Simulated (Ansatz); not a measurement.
## Ionic part of the dielectric constant of ZnS at 18 GPa, mode by mode

Method: DFT PBE, scalar-relativistic, plane waves, PAW (Ansatz). Plane waves to 420 eV; Γ-centred k mesh 10×10×10; fixed occupations. No spin polarisation. Phonons by linear response, acoustic sum rule imposed.

Symmetry: F-43m, No. 216, cubic system. Conventional cell: a = 5.134 Å, b = 5.134 Å, c = 5.134 Å, α = 90.00°, β = 90.00°, γ = 90.00°. Zn (site symmetry -43m) has 4 S at 2.22 Å as nearest neighbours. Around S (site symmetry -43m) lie 4 Zn at 2.22 Å.

The real crystal has changed phase below this pressure.

The primitive cell has V = 33.84 Å³ and ε∞,xx = 5.976. Each polar mode adds Δε = (4.92064×10⁷/V)·S/ν² along x, with S its oscillator strength in e²/amu, ν in cm⁻¹ and V in Å³.

Task: From these modes, find each Δε and ε0,xx.
| ν (cm⁻¹) | S_xx (e²/amu) |
| --- | --- |
| 348.9 | 0.147 |

Result:
```tsv
ν (cm⁻¹)	Δε
348.9	1.76
```

The sum is 1.756, so ε0,xx = 7.73; the run's tensor has 7.73.

Task: Where do the longitudinal modes lie for a wave vector along x?

Result: At 397 cm⁻¹. The Lyddane–Sachs–Teller product Π(ν_LO/ν_TO)² = 1.29 matches ε0/ε∞ = 1.29.

Cost: 1 run of about 0.47 core-minutes, on AMD EPYC 9R45 (Zen 5) (shared hosts).

Most of the static dielectric response of ZnS here is electronic: the lattice adds only 1.76 to an ε∞ of 5.976. Zincblende has a single, triply degenerate polar optical mode, in which the Zn and S sublattices move against each other, so this one vibration carries the whole ionic part, equally in all directions. Its contribution is modest because the partly covalent tetrahedral bonds give a stiff restoring force, and Δε falls with the square of the frequency. The bonds are still polar enough for the macroscopic field of the longitudinal wave to lift the mode from 348.9 to 397 cm⁻¹, a shift limited by electronic screening. PBE usually underestimates the gap of ZnS and so probably makes that screening too strong, which would tend to reduce the splitting. The Lyddane–Sachs–Teller agreement confirms internal consistency, not the accuracy of ε∞ or the oscillator strength. A real optical frequency at Γ doesn't establish dynamical stability, since compressed zincblende lattices tend to soften in the transverse acoustic branches near the zone boundary.
